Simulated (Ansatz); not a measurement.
# BN: the cost of one run

Program: Ansatz 0.2.0. Level of theory: DFT PBE+D3(BJ), scalar-relativistic, plane waves, PAW. These are calculated values, not measurements.

The COD entry's cell or inner coordinates are ideal or old and differ from later refinements, so a difference from it is no clean test against experiment.

2 further runs of the same task are left out: 2 set aside as unsound or not needed.

**1. The structure to begin with**

It takes space group P6_3/mmc (No. 194, hexagonal). The conventional cell has a = 2.506 Å, b = 2.506 Å, c = 6.614 Å, α = 90.00°, β = 90.00°, γ = 120.00°. B (site symmetry -6m2) is surrounded by 3 N at 1.45 Å. N (site symmetry -6m2) has 3 B at 1.45 Å as nearest neighbours.

As a file:

```
CELL_PARAMETERS angstrom
2.50643 0.00000 0.00000
-1.25321 2.17063 0.00000
0.00000 0.00000 6.61412
ATOMIC_POSITIONS crystal
B 0.33333 0.66667 0.25000
B 0.66667 0.33333 0.75000
N 0.33333 0.66667 0.75000
N 0.66667 0.33333 0.25000
```

This cell was relaxed beforehand with the same method: volume 9.00 Å³/atom, gap on the mesh 4.27 eV.

**2. Relaxing at 5 GPa**

At a set pressure the run lowers the enthalpy E + PV, so the energy alone may rise along the way.

input.yaml reads:

```yaml
crystal:
  lattice:
    - [2.506425417, 0.0, 0.0]
    - [-1.2532127085, 2.1706280838, 0.0]
    - [0.0, 0.0, 6.6141239511]
  atoms:
    - { symbol: B, position: [0.3333333333, 0.6666666667, 0.25] }
    - { symbol: B, position: [0.6666666667, 0.3333333333, 0.75] }
    - { symbol: "N", position: [0.3333333333, 0.6666666667, 0.75] }
    - { symbol: "N", position: [0.6666666667, 0.3333333333, 0.25] }
basis:
  ecutwfc: 420
kpoints:
  mp_grid: { grid: [12, 12, 4] }
hamiltonian:
  xc: pbe
  dispersion: d3bj
scf:
  occupations: { method: fixed }
output:
  forces: true
  stress: true
  eigenvalues: true
relax:
  adjacent_minimum: "off"
  f_tol: 0.001
  max_steps: 60
  cell: { stress_tol: 0.02, p_target: 5.0 }
```

Launch:

```console
$ ansatz run input.yaml --threads 2 --pin off --max-ram 5120MiB --backend cpu --events-out ev --progress --plain --runs-dir out
```

Q: Estimate wall time and peak memory on 2 threads of AMD EPYC 7R43 (Zen 3), shared host.

About 15 s, with a peak of 0.39 GiB.
